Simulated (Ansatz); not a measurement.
Rows from a G0W0 calculation on InGaP2 (quasi-random alloy, started on the GaP lattice) (Cm) (Ansatz 0.2.0; G0W0 on LDA, plane waves, PAW; 2×2×2 mesh, 237 empty bands, screening to 28 eV), in eV. Spin-orbit coupling is left out.

```
row      Σx     Σc     Vxc     Z
  A   -7.04  -3.31  -11.04  0.78
  B  -17.02   1.94  -15.57  0.76
  C  -10.48  -3.18  -15.02  0.78
  D  -16.86   1.90  -15.44  0.76
  E   -7.02  -3.31  -11.03  0.78
  F  -16.99   1.94  -15.55  0.76
```

Question: Which rows are filled states and which are empty ones, and how can one tell?

Filled: B, D and F. Empty: A, C and E. The sign of Σc tells: for a filled state bare exchange, which holds its interaction with itself, lies below Vxc (Σx − Vxc is -1.4 eV or lower here) and screening gives part back as a positive Σc. For an empty state Σx lies above Vxc (+4.0 eV or more) and the Coulomb hole leaves Σc negative.

[Paths, hosts, dates, memory and timing lines, banners, echoed tables and standing remarks are left out of the program output.]

[Logs are printed without paths, hosts, clocks, repeated set-up lines and the standing remarks that a program may print on its own settings, such as how far it seeks lower states.]

[Runs of the session that timed out or met a known fault of the program may be left out.]

[Cells called generated may have been cut or substituted from an entry of the Crystallography Open Database or the Materials Project.]

[Hosts, paths, dates, database ids (printed as entryN), source tags and the programs' standing remarks are cut or masked in the printed files.]
